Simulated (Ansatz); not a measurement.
## LiCl (Fm-3m), comparing deformations

Theory: Ansatz, DFT PBE, scalar-relativistic, plane waves, PAW. The runs took a 420 eV cutoff, a Γ-centred 8×8×8 mesh and Gaussian smearing (0.05 eV). No spin polarisation. Energies are free energies at this smearing, counted from the undisturbed cell; pressure is positive in compression.

The undisturbed cell (as given, not relaxed at this level; it stands at 0.4 GPa):

```
Li Cl
1.0
     0.00000    2.56476    2.56476
     2.56476    0.00000    2.56476
     2.56476    2.56476    0.00000
Li Cl
1 1
Direct
  0.00000 0.00000 0.00000
  0.50000 0.50000 0.50000
```

The cell is strained by ε times a Voigt pattern (xx, yy, zz, yz, xz, xy; engineering shear) with fractional coordinates fixed. τ = (1/V0) dE/dε comes from the stress tensor. Of each scan, only the three points used here are listed.

```csv
pattern,ε,τ (GPa)
"(1, 1, 0, 0, 0, 0)",-0.0150,-3.33
"(1, 1, 0, 0, 0, 0)",0.0000,-0.80
"(1, 1, 0, 0, 0, 0)",0.0150,1.33
"(0, 0, 1, 0, 0, 0)",-0.0150,-1.31
"(0, 0, 1, 0, 0, 0)",0.0000,-0.40
"(0, 0, 1, 0, 0, 0)",0.0150,0.35
"(1, 0, 0, 0, 0, 0)",-0.0100,-0.99
"(1, 0, 0, 0, 0, 0)",0.0000,-0.40
"(1, 0, 0, 0, 0, 0)",0.0100,0.12
```

Problem. Which constants do the scans give, and which deformation costs least for the same size of strain tensor?

Solution. The slope dτ/dε at zero (parabola through three points) is pᵀCp: (1, 1, 0, 0, 0, 0) gives 2(C11 + C12) = 155 GPa; (0, 0, 1, 0, 0, 0) gives C11 = 55 GPa; (1, 0, 0, 0, 0, 0) gives C11 = 55 GPa. The size of the strain tensor, ε:ε, is ε² times 2.0, 1.0, 1.0. Per unit of it the stiffnesses are 78, 55, 55 GPa, so (1, 0, 0, 0, 0, 0) is the softest of these, level with (0, 0, 1, 0, 0, 0) (alike by symmetry): at ε:ε = (1 %)² the quadratic term costs 0.29 meV/atom against 0.41 for the stiffest. These are clamped-ion values.

Problem. What else follows for this cubic crystal?

Solution. From the unrounded slopes C11 = 55.3 and C12 = 22.5 GPa, so B = (C11 + 2 C12)/3 = 33 GPa and the Poisson ratio for a pull along a cube edge is C12/(C11 + C12) = 0.29.